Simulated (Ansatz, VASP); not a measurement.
# One calculation of HfSi47 (a cell with a defect) (Silicon), two programs

```xyz
48
Lattice="7.3320 0.0000 0.0000 -4.8880 8.4663 0.0000 0.0000 0.0000 8.3040" Properties=species:S:1:pos:R:3 pbc="T T T"
Hf    0.0000    1.4110    1.0380
Si    0.0000    1.4110    5.1900
Si   -1.2220    3.5276    1.0380
Si   -1.2220    3.5276    5.1900
Si   -2.4440    5.6442    1.0380
Si   -2.4440    5.6442    5.1900
Si   -3.6660    7.7607    1.0380
Si   -3.6660    7.7607    5.1900
Si    2.4440    1.4110    1.0380
Si    2.4440    1.4110    5.1900
Si    1.2220    3.5276    1.0380
Si    1.2220    3.5276    5.1900
Si    0.0000    5.6442    1.0380
Si    0.0000    5.6442    5.1900
Si   -1.2220    7.7607    1.0380
Si   -1.2220    7.7607    5.1900
Si    4.8880    1.4110    1.0380
Si    4.8880    1.4110    5.1900
Si    3.6660    3.5276    1.0380
Si    3.6660    3.5276    5.1900
Si    2.4440    5.6442    1.0380
Si    2.4440    5.6442    5.1900
Si    1.2220    7.7607    1.0380
Si    1.2220    7.7607    5.1900
Si    1.2220    0.7055    3.1140
Si    1.2220    0.7055    7.2660
Si    0.0000    2.8221    3.1140
Si    0.0000    2.8221    7.2660
Si   -1.2220    4.9387    3.1140
Si   -1.2220    4.9387    7.2660
Si   -2.4440    7.0552    3.1140
Si   -2.4440    7.0552    7.2660
Si    3.6660    0.7055    3.1140
Si    3.6660    0.7055    7.2660
Si    2.4440    2.8221    3.1140
Si    2.4440    2.8221    7.2660
Si    1.2220    4.9387    3.1140
Si    1.2220    4.9387    7.2660
Si    0.0000    7.0552    3.1140
Si    0.0000    7.0552    7.2660
Si    6.1100    0.7055    3.1140
Si    6.1100    0.7055    7.2660
Si    4.8880    2.8221    3.1140
Si    4.8880    2.8221    7.2660
Si    3.6660    4.9387    3.1140
Si    3.6660    4.9387    7.2660
Si    2.4440    7.0552    3.1140
Si    2.4440    7.0552    7.2660
```

Alike in both runs: task electric field gradients; functional PBE; k mesh 3 × 2 × 2; occupations fermi-dirac, width 0.01 eV; no spin polarisation.

```csv
,VASP,Ansatz
version,VASP 6.6.1,Ansatz 0.2.0
potentials or method,"VASP PAW PBE potentials, release 64 (Hf_pv, Si)","plane-wave PAW, scalar-relativistic"
plane-wave cutoff (eV),520,420
valence electrons in the cell,198,214
```

```csv
,VASP,Ansatz,Ansatz less VASP
rms of the force components (eV/Å),0.364,0.348,-0.0159
Vzz of the field gradient on the site that differs most (V/Å²),6.2,-6.2,-12.44
```

Atom by atom the forces differ by 0.018 eV/Å (rms over components). The two sets of potentials don't hold the same shells in valence. Ansatz warned: «gradients_without_spin_orbit».

Caveats: the k mesh is coarse (spacing up to 0.38 Å⁻¹), so the values aren't converged. Spin-orbit coupling is left out, which matters for the levels of Hf.
